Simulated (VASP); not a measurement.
# TiAl: electric field gradients, by functional and GGA

TiAl, P4/mmm (no. 123), 2 atoms in the cell.

| Functional | GGA | LASPH | Vzz of the first element (V/Å²) | Vzz of the second element (V/Å²) | Time (s) |
|---|---|---|---|---|---|
| LDA | CA | True | 23.84 | -24.06 | 16 |
| PBE | PE | True | 23.03 | -23.39 | 18 |
| PBEsol | PS | True | 22.85 | -23.07 | 14 |
| RPBE | RP | True | 22.53 | -23.17 | 14 |
| r2SCAN | default | True | 24.50 | -23.94 | 72 |
| SCAN | default | True | 24.72 | -24.22 | 77 |
| TPSS | default | True | 22.45 | -23.51 | 77 |
| PBE | PE | False | 23.31 | -23.40 | 12 |

## Input of the first row

INCAR:
```
  GGA = CA
  PREC = Accurate
  ENCUT = 450
  EDIFF = 1E-7
  LREAL = False
  LASPH = True
  ALGO = Normal
  NELM = 120
  LWAVE = False
  LCHARG = False
  ISMEAR = 1
  SIGMA = 0.1
  KPAR = 2
  LEFG = True
  QUAD_EFG = 302 146.6
```

KPOINTS:
```
k-points
0
Gamma
  15 15 11
```

POSCAR:
```
TiAl
1.0
    2.8373000000      0.0000000000      0.0000000000
    0.0000000000      2.8373000000      0.0000000000
    0.0000000000      0.0000000000      4.0591000000
Ti Al
1 1
Direct
    0.0000000000      0.0000000000      0.0000000000
    0.5000000000      0.5000000000      0.5000000000
```

Commands:
```
cat potpaw_LDA.64/Ti_sv/POTCAR potpaw_LDA.64/Al/POTCAR > POTCAR
mpirun -np 2 vasp_std > vasp.out
```

Changes of the last row against the first:
```
- GGA = CA
- LASPH = True
+ GGA = PE
+ LASPH = False
- cat potpaw_LDA.64/Ti_sv/POTCAR potpaw_LDA.64/Al/POTCAR > POTCAR
+ cat potpaw_PBE.64/Ti_sv/POTCAR potpaw_PBE.64/Al/POTCAR > POTCAR
```

VASP 6.6.1 took 16 s on 2 cores (AMD EPYC 9R45 (Zen 5)), a shared host.
